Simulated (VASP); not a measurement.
Computed with PBE GGA, VASP's PBE PAW potentials (set 64) (plane waves; VASP).

Input for VASP

File KPOINTS:
```
Automatic mesh
0
Gamma
5 5 5
0 0 0
```

POSCAR:
```
BaSnO3
1.0
  4.1867254719   0.0000000000   0.0000000000
  0.0000000000   4.1867254719   0.0000000000
  0.0000000000   0.0000000000   4.1867254719
Ba Sn O
1 1 3
direct
  0.0000000000   0.0000000000   0.0000000000
  0.5000000000   0.5000000000   0.5000000000
  0.5000000000   0.0000000000   0.5000000000
  0.0000000000   0.5000000000   0.5000000000
  0.5000000000   0.5000000000   0.0000000000
```

**INCAR**
```
# general
SYSTEM =BaSnO3
PREC   =Accurate
ENCUT  =500
LREAL  =.False.
LASPH  =.True.

# electronic loop
EDIFF  =1E-6
NELM   =100
ALGO   =Normal
LMAXMIX=4

# smearing
ISMEAR =0
SIGMA  =0.05

# functional
GGA    =PE

# output
LWAVE  =.False.
LCHARG =.True.
```

POTCAR, in this order: Ba_sv Sn_d O (PBE.64 set). Program: vasp_std.

Output of the run:

**OUTCAR**
```
 ion  position               nearest neighbor table
   1  0.000  0.000  0.000-   3 2.96   4 2.96   5 2.96   3 2.96   4 2.96   4 2.96   5 2.96   4 2.96
                             3 2.96   5 2.96   3 2.96   5 2.96   2 3.63   2 3.63   2 3.63   2 3.63
   2  0.500  0.500  0.500-   3 2.09   4 2.09   5 2.09   5 2.09   3 2.09   4 2.09   1 3.63   1 3.63
                             1 3.63   1 3.63   1 3.63   1 3.63   1 3.63   1 3.63
   3  0.500  0.000  0.500-   2 2.09   2 2.09   1 2.96   1 2.96   1 2.96   1 2.96
   4  0.000  0.500  0.500-   2 2.09   2 2.09   1 2.96   1 2.96   1 2.96   1 2.96
   5  0.500  0.500  0.000-   2 2.09   2 2.09   1 2.96   1 2.96   1 2.96   1 2.96
  LATTYP: Found a simple cubic cell.
 ALAT       =     4.1867254719
 Subroutine PRICEL returns:
 Original cell was already a primitive cell.
 Subroutine GETGRP returns: Found 48 space group operations
The static configuration has the point symmetry O_h .
The dynamic configuration has the point symmetry O_h .
 Subroutine INISYM returns: Found 48 space group operations
 Subroutine IBZKPT returns following result:
 Found     10 irreducible k-points:

 Following reciprocal coordinates:
            Coordinates               Weight
  0.000000  0.000000  0.000000      1.000000
  0.200000  0.000000  0.000000      6.000000
  0.400000  0.000000  0.000000      6.000000
  0.200000  0.200000  0.000000     12.000000
  0.400000  0.200000  0.000000     24.000000
  0.400000  0.400000  0.000000     12.000000
  0.200000  0.200000  0.200000      8.000000
  0.400000  0.200000  0.200000     24.000000
  0.400000  0.400000  0.200000     24.000000
  0.400000  0.400000  0.400000      8.000000
   k-points           NKPTS =     10   k-points in BZ     NKDIM =     10   number of bands    NBANDS=     25
   number of dos      NEDOS =    301   number of ions     NIONS =      5
   total plane-waves  NPLWV =  32768
   dimension x,y,z NGX =    32 NGY =   32 NGZ =   32
   dimension x,y,z NGXF=    64 NGYF=   64 NGZF=   64
   ions per type =               1   1   3
   PREC   = accura    normal or accurate (medium, high low for compatibility)
   ISTART =      0    job   : 0-new  1-cont  2-samecut
   ICHARG =      2    charge: 1-file 2-atom 10-const
...
```

### OSZICAR
```
       N       E                     dE             d eps       ncg     rms          rms(c)
DAV:   1     0.436205851013E+03    0.43621E+03   -0.21413E+04   525   0.212E+03
DAV:   2     0.136005664223E+02   -0.42261E+03   -0.41013E+03   580   0.545E+02
DAV:   3    -0.341980716744E+02   -0.47799E+02   -0.47506E+02   566   0.164E+02
DAV:   4    -0.361317484892E+02   -0.19337E+01   -0.19291E+01   654   0.338E+01
DAV:   5    -0.361925156340E+02   -0.60767E-01   -0.60751E-01   710   0.551E+00    0.136E+01
DAV:   6    -0.314586609999E+02    0.47339E+01   -0.26772E+01   716   0.656E+01    0.601E+00
DAV:   7    -0.314717437718E+02   -0.13083E-01   -0.17119E+00   558   0.830E+00    0.306E+00
DAV:   8    -0.314395356910E+02    0.32208E-01   -0.27999E-01   695   0.388E+00    0.701E-01
DAV:   9    -0.314303037404E+02    0.92320E-02   -0.69644E-02   767   0.247E+00    0.148E-01
DAV:  10    -0.314310956058E+02   -0.79187E-03   -0.48554E-03   688   0.744E-01    0.602E-02
DAV:  11    -0.314311634010E+02   -0.67795E-04   -0.92956E-04   791   0.286E-01    0.308E-02
DAV:  12    -0.314311516693E+02    0.11732E-04   -0.60117E-05   720   0.623E-02    0.173E-02
DAV:  13    -0.314311475458E+02    0.41235E-05   -0.31302E-05   686   0.357E-02    0.366E-03
DAV:  14    -0.314311477806E+02   -0.23484E-06   -0.12841E-06   407   0.105E-02
   1 F= -.31431148E+02 E0= -.31431148E+02  d E =-.107067E-10
```

File OUTCAR:
```
------------------------ aborting loop because EDIFF is reached ----------------------------------------
  FORCE on cell =-STRESS in cart. coord.  units (eV):
  Direction    XX          YY          ZZ          XY          YZ          ZX
  --------------------------------------------------------------------------------------
  Total        0.0435474      0.0435474      0.0435474      0.0000000      0.0000000     -0.0000000
  in kB        0.9507132      0.9507132      0.9507132      0.0000000      0.0000000     -0.0000000
  external PRESSURE =       0.9507132 kB  Pullay stress =       0.0000000 kB
  volume of cell :       73.39
      direct lattice vectors                 reciprocal lattice vectors
     4.186725472  0.000000000  0.000000000     0.238850148  0.000000000  0.000000000
     0.000000000  4.186725472  0.000000000     0.000000000  0.238850148  0.000000000
     0.000000000  0.000000000  4.186725472     0.000000000  0.000000000  0.238850148
 POSITION                                       TOTAL-FORCE (eV/Angst)
 -----------------------------------------------------------------------------------
      0.00000      0.00000      0.00000         0.000000      0.000000      0.000000
      2.09336      2.09336      2.09336         0.000000      0.000000      0.000000
      2.09336      0.00000      2.09336         0.000000      0.000000      0.000000
      0.00000      2.09336      2.09336         0.000000      0.000000      0.000000
      2.09336      2.09336      0.00000         0.000000      0.000000      0.000000
 -----------------------------------------------------------------------------------
    total drift:                                0.000000     -0.000000     -0.000000
  FREE ENERGIE OF THE ION-ELECTRON SYSTEM (eV)
  ---------------------------------------------------
  free  energy   TOTEN  =       -31.4311477806 eV

  energy  without entropy=      -31.4311477806  energy(sigma->0) =      -31.43114778
```
(Selected blocks of OUTCAR.)

The compound is BaSnO3 in the cubic perovskite structure. It was relaxed first.
